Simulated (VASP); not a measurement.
# ZnSe (F-43m): a series in biaxial strain in the (111) plane, part 2 of 2

How do the elastic response and the band edges of ZnSe follow biaxial strain in the (111) plane?

VASP 6.6.1, plane waves and PAW; the level of theory is named at each step.

So far: The starting structure; Relax the crystal, LDA; Strain along the normal, LDA; Band edges, TB-mBJ with spin-orbit coupling; Band edges, r2SCAN with spin-orbit coupling.

## (5) Band edges, r2SCAN with spin-orbit coupling (continued)

Level of this step: r2SCAN, spin-orbit coupling; plane waves and PAW (Zn, Se); cell typed or built by script (VASP).

OUTCAR, selected parts (step 5):

```text
  Total        0.3976834      0.3976834      0.3976834      0.2605264      0.2605264      0.2605264
  in kB       14.3284531     14.3284531     14.3284531      9.3867121      9.3867121      9.3867121
  external PRESSURE =      14.3284531 kB  Pullay stress =       0.0000000 kB

 POSITION                                       TOTAL-FORCE (eV/Angst)
 -----------------------------------------------------------------------------------
      5.49082      5.49082      5.49082        -0.008873     -0.008873     -0.008873
      1.38603      1.38603      1.38603         0.008873      0.008873      0.008873
 -----------------------------------------------------------------------------------
    total drift:                                0.001996      0.001996      0.001996

  FREE ENERGIE OF THE ION-ELECTRON SYSTEM (eV)
  ---------------------------------------------------
  free  energy   TOTEN  =      -291.3882732495 eV

  energy  without entropy=     -291.3882732495  energy(sigma->0) =     -291.38827325

[... 2 parts as in an earlier step ...]

[... 1 further part left out ...]
[key lines of the parts left out:]
E-fermi :   2.0052
```

This run gave:

```
energy(sigma→0) of the program : -291.3883 eV
stress, compression positive   : 3.31 along [111], 0.49 across it (mean), GPa
```

The run ends at a pressure of 1.43 GPa, with forces up to 0.015 eV/Å.

## (6) All members

Runs beyond LDA use the data sets made with LDA; this shifts their levels slightly, and their total energies have another zero (at TB-mBJ, which has no energy functional, they mean nothing).

The other members went through these steps as far as the tables show, with the same cutoff and, step by step, the same mesh; 44 runs are not shown. The session took 3.2 core hours (wall time by ranks) on a shared machine.

```csv
in-plane strain (%),strain along the normal (%),"in-plane stress, tension positive (GPa)",energy above the unstrained row (meV/atom),"gap on the mesh, LDA (eV)"
-2.000,1.386,-3.017,8.330,1.284
-1.500,1.033,-2.238,4.707,1.288
-1.000,0.688,-1.464,2.130,1.287
-0.500,0.345,-0.720,0.577,1.282
0,0.000,-0.004,0.000,1.274
0.500,-0.330,0.700,0.390,1.211
1.000,-0.665,1.383,1.715,1.150
1.500,-0.993,2.044,3.958,1.090
2.000,-1.312,2.687,7.097,1.033
```

Slopes at zero strain, from cubics through all rows: strain ratio -0.677, stress over strain 142 GPa.

Band edges at TB-mBJ with spin-orbit coupling, counted from the valence-band top at Γ, spin-orbit pairs averaged, with one row partly withheld:

```csv
in-plane strain (%),gap (eV),conduction band at Γ (eV),Δ or X valley along z (eV),Δ or X valley along x (eV),"lowest conduction level at L, [111] (eV)","lowest conduction level at L, [-111] (eV)",second valence level below the top (eV),third valence level below the top (eV)
-2.000,2.840,2.840,3.504,3.504,3.930,3.578,0.124,0.476
-1.500,2.850,2.850,3.567,3.567,3.876,3.616,0.098,0.436
-1.000,2.854,2.854,3.624,3.624,3.824,3.652,0.068,0.403
-0.500,2.852,2.852,3.671,3.671,3.770,3.685,0.035,0.377
0,2.847,2.847,3.712,3.712,3.717,3.717,0.000,0.357
0.500,2.804,2.804,3.712,3.712,3.630,3.711,0.036,0.376
1.000,2.756,2.756,3.701,3.701,3.544,3.702,0.071,0.400
1.500,2.706,2.707,3.684,3.684,?,3.692,0.107,0.424
2.000,2.654,2.655,3.663,3.663,3.377,3.681,0.140,0.450
```

Conduction masses, in electron masses:

```csv
in-plane strain (%),"conduction mass at Γ, along the strain axis or the normal of the plane","conduction mass at Γ, across the strain axis or in the plane"
-2.000,0.169,0.204
-1.500,0.174,0.199
-1.000,0.180,0.197
-0.500,0.185,0.192
0,0.189,0.189
0.500,0.195,0.187
1.000,0.197,0.183
1.500,0.202,0.183
2.000,0.205,0.181
```

Band edges at r2SCAN with spin-orbit coupling, counted from the valence-band top at Γ, spin-orbit pairs averaged:

```csv
in-plane strain (%),gap (eV),conduction band at Γ (eV),Δ or X valley along z (eV),Δ or X valley along x (eV),"lowest conduction level at L, [111] (eV)","lowest conduction level at L, [-111] (eV)",second valence level below the top (eV),third valence level below the top (eV)
-2.000,1.967,1.967,2.898,2.898,3.295,2.886,0.131,0.506
-1.500,1.973,1.973,2.961,2.961,3.226,2.925,0.103,0.464
-1.000,1.973,1.973,3.017,3.017,3.159,2.961,0.072,0.430
-0.500,1.968,1.968,3.065,3.065,3.092,2.994,0.037,0.403
0,1.959,1.959,3.104,3.104,3.026,3.026,0.000,0.381
0.500,1.909,1.909,3.097,3.097,2.925,3.018,0.037,0.401
1.000,1.855,1.856,3.082,3.082,2.825,3.008,0.074,0.425
1.500,1.800,1.800,3.059,3.059,2.727,2.996,0.110,0.450
2.000,1.744,1.745,3.033,3.033,2.633,2.985,0.143,0.475
```

Conduction masses, in electron masses:

```csv
in-plane strain (%),"conduction mass at Γ, along the strain axis or the normal of the plane","conduction mass at Γ, across the strain axis or in the plane"
-2.000,0.120,0.141
-1.500,0.123,0.139
-1.000,0.126,0.135
-0.500,0.128,0.133
0,0.130,0.130
0.500,0.132,0.127
1.000,0.133,0.125
1.500,0.134,0.124
2.000,0.135,0.121
```

## (7) Fit and prediction

The quantity to fit is the splitting of the lowest conduction levels at the L points ([111] less [-111]) at TB-mBJ with spin-orbit coupling: 0.353, 0.260, 0.172, 0.085, 0.000, -0.081, -0.158, -0.304 eV in the rows shown.

A least-squares parabola through the 8 rows shown, with d the strain along the axis less the strain across it, in %: E = 0.001845 d² + 0.09795 d + 2.14e-4 (eV), r.m.s. residual 5.5e-4 eV.

For the withheld row, d = -2.493, the fit gives -0.2325 eV.

## (8) Checking the prediction

The calculation gives -0.2327 eV, so the prediction is 0.0002 eV too high.

The splitting is Ξu times 8/9 of d, with d as a fraction, so the linear term gives Ξu = 11.0 eV.

## (9) Summary of results

| Quantity | Value |
| --- | --- |
| ratio of normal to in-plane strain | -0.677 |
| biaxial modulus | 142 GPa |
| gap of the unstrained cell, TB-mBJ with spin-orbit coupling | 2.85 eV |
| gap of the unstrained cell, r2SCAN with spin-orbit coupling | 1.96 eV |
| shear deformation potential Ξu of the lowest conduction levels at L | 11.0 eV |
| error of the predicted row | 0.2 meV |

What this shows: As a check, the curvature of the energy gives 142 GPa for the same modulus (energy per volume = M × strain²), 0 % from the slope of the stress. At TB-mBJ with spin-orbit coupling the lowest conduction valley is Γ throughout, and the gap runs between 2.65 and 2.85 eV. At r2SCAN with spin-orbit coupling the lowest conduction valley is Γ throughout, and the gap runs between 1.74 and 1.97 eV. Hole masses are left out throughout, since the top bands are degenerate or cross in many series; of conduction masses, those of the Γ, L and (for Si and Ge under (001) strain) Δ valleys are kept where they change by under an eighth between rows. TB-mBJ is a potential fitted for gaps; it has no energy functional, so its total energies and forces mean nothing, and its bands tend to come out too narrow. r2SCAN opens gaps somewhat over GGA but leaves them below measured values as a rule. Δ or X levels are the lowest on their line, refined by a parabola unless they lie at X; the gap is read from all points sampled and can differ from the lowest valley by some meV, or by tens of meV where strain moves the valence top off Γ. Temperature, zero-point motion and excitons are left out.

[Lines on the potential files, build, host, timing and source positions are cut from VASP's logs without a mark.]

[Logs are printed without paths, hosts, clocks, repeated set-up lines and the standing remarks that a program may print on its own settings, such as how far it seeks lower states.]

[Hosts, paths, dates, database ids (printed as entryN), source tags and the programs' standing remarks are cut or masked in the printed files.]

[In band tables of VASP the shares of atoms and orbitals are scaled to a sum of 1 inside the atoms' spheres.]
